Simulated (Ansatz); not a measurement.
AlSb (zinc blende)

```
AlSb
1.0
    0.00000     3.07861     3.07861
    3.07861     0.00000     3.07861
    3.07861     3.07861     0.00000
Sb Al
1 1
Direct
  0.75000   0.75000   0.75000
  0.00000   0.00000   0.00000
```

This relaxed cell (volume V₀) is scaled evenly in all directions, its shape held. Symmetry pins the atoms to their sites.

All values below come from PBEsol (plane waves to 420 eV, PAW, scalar-relativistic; Ansatz, a quantum-chemistry and plane-wave program). k mesh 13×13×13 (Γ-centred), Fermi-Dirac smearing 0.05 eV. Stress and pressure are positive under compression. AlSb was relaxed with its symmetry unable to fall. Spin-orbit coupling is left out, though Sb is heavy. The PAW data are Ansatz's earlier set.

At one point of the scan the stress tensor (GPa) is:

```
   7.14     0.00     0.00
   0.00     7.14     0.00
   0.00     0.00     7.14
```

### Question
Which point is it?
A. V/V₀ = 0.980
B. V/V₀ = 0.900
C. V/V₀ = 0.960
D. V/V₀ = 0.940

### Answer
B, V/V₀ = 0.900

(A scan under strain: stresses follow from slopes of the energy per volume, elastic moduli from its curvatures.)
